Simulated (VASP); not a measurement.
## HfS2: relaxation of cell and atoms with PBE

The system is HfS2.

```xyz
3
Lattice="3.6397 0.0000 0.0000 -1.8198 3.1520 0.0000 0.0000 0.0000 6.0556" Properties=species:S:1:pos:R:3 pbc="T T T"
Hf    0.0000    0.0000    0.0000
S     1.8198    1.0507    4.6262
S     0.0000    2.1014    1.4294
```

The cell is a database's computed one.

| Property | Result |
| --- | --- |
| Program | VASP 6.6.1 |
| Task | relaxation of cell and atoms |
| Functional | PBE |
| Potentials or basis | VASP PAW PBE potentials, release 64 (Hf_pv, S) |
| Cutoff | 600 eV |
| k mesh | 9 × 9 × 5 |
| Occupations | gaussian, width 0.03 eV |
| Spin | no spin polarisation |
| Further INCAR settings | ALGO = Normal; EDIFF = 1e-06; IBRION = 2; EDIFFG = -0.01; NSW = 90; ISIF = 3 |

* Relaxed volume: 25.61 Å³/atom
* Relaxed cell: a = 3.643 Å, b = 3.643 Å, c = 6.686 Å, α = 90.00°, β = 90.00°, γ = 120.00°
* Space group after relaxing (to 0.05 Å): P-3m1 (No. 164)
* Energy gained by relaxing: 6.6 meV/atom
* Ionic steps: 19
* Pressure after relaxing: 0.0 GPa
* Largest force after relaxing: 0.007 eV/Å
* Band gap on the k mesh: 1.26 eV, indirect (least direct gap 2.08 eV)

Forces in eV/Å, atoms in the order of the input:
```
Hf   0.000  0.000  0.000
S    0.000  0.000  0.007
S    0.000  0.000 -0.007
```

Step by step:
```
step  energy change (eV)  largest force (eV/Å)  pressure (GPa)  volume (Å³)
   1              0.0000                0.1498            1.32        69.47
   2              0.0011                0.2898           -1.53        71.40
   3             -0.0046                0.0618           -0.08        70.38
   4             -0.0061                0.0777            0.00        70.45
   5             -0.0074                0.1254            0.23        70.66
   6             -0.0075                0.1131            0.17        70.62
   7             -0.0089                0.1019            0.17        70.90
   8             -0.0125                0.0640            0.19        71.76
   9             -0.0168                0.0156            0.27        73.50
  10             -0.0159                0.2004            0.63        76.99
  11             -0.0176                0.1272            0.51        75.43
  12             -0.0185                0.0775            0.19        75.98
  13             -0.0189                0.0215           -0.17        76.63
  14             -0.0192                0.0148           -0.15        76.67
  15             -0.0197                0.0076           -0.06        76.81
  16             -0.0198                0.0146           -0.04        76.85
  17             -0.0198                0.0157           -0.03        76.85
  18             -0.0198                0.0174           -0.02        76.86
  19             -0.0198                0.0073            0.01        76.84
```

Final structure:
```
Hf S
1.0
     3.64286    0.00000    0.00000
    -1.82143    3.15481    0.00000
     0.00000    0.00000    6.68646
Hf S
1 2
Cartesian
  0.0000 0.0000 0.0000
  1.8214 1.0516 5.2412
  0.0000 2.1032 1.4452
```

Levels at points of the mesh, in eV from the valence-band top:
| k point | band 8 | band 9 | band 10 | band 11 | band 12 | band 13 | band 14 | band 15 |
| --- | --- | --- | --- | --- | --- | --- | --- | --- |
| (0.00, 0.00, 0.00) | -2.60 | -0.42 | 0.00 | 0.00 | 2.08 | 2.08 | 2.71 | 5.31 |

It took 2.3 min on 2 MPI ranks on Intel(R) Xeon(R) 6975P-C (Granite Rapids), on a shared host, peak memory 0.25 GiB a rank.

Caveat: spin-orbit coupling is left out, which moves the levels of the heavy elements; an odd mesh through Γ misses points on the zone boundary, where band edges often lie; this functional lacks dispersion, which binds the layers, so the pressure and a relaxed spacing across them are unreliable. As with any semilocal functional, this PBE gap is likely too small.
